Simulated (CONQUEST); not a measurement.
**Li under changes of volume**

One of the cells (21.609 Å³/atom); the others are scaled copies at fixed shape and fractional positions:

```xyz
2
Lattice="3.5093 0.0000 0.0000 0.0000 3.5093 0.0000 0.0000 0.0000 3.5093" Properties=species:S:1:pos:R:3 pbc="T T T"
Li    0.0000    0.0000    0.0000
Li    1.7547    1.7547    1.7547
```

| Property | Result |
| --- | --- |
| Program | CONQUEST 1.3 |
| Functional | LDA-GTH |
| Potentials or basis | PseudoDojo NC LDA, SZ, grid of 24 × 24 × 24 points |
| k mesh | 8 × 8 × 8 |
| Occupations | fermi-dirac, width 0.05 eV |
| Spin | no spin polarisation |

| volume (Å³/atom) | energy over the lowest point (meV/atom) | pressure (GPa) |
| --- | --- | --- |
| 20.312 | 31.84 | 3.1 |
| 20.744 | 24.13 | 2.6 |
| 21.177 | 17.40 | 2.3 |
| 21.609 | 11.76 | 1.9 |
| 22.041 | ? | ? |
| 22.473 | 3.05 | 1.3 |
| 22.905 | 0.00 | 1.0 |

**Question.** What does the run at 22.041 Å³/atom give?

**Answer.** Energy over the lowest point 7.04 meV/atom; pressure 1.6 GPa.

Worked out: A Birch-Murnaghan fit of order 3 (a polynomial in V^(-2/3)) to the other rows has no minimum within the range. It gives 6.96 meV/atom at 22.041 Å³/atom, against the run's 7.04, and -dE/dV = 1.6 GPa, against 1.6.

Energies are extrapolated to zero smearing.

Caveats: the atomic basis is small; the basis of atomic orbitals isn't converged, which shifts pressures, moduli and gaps.
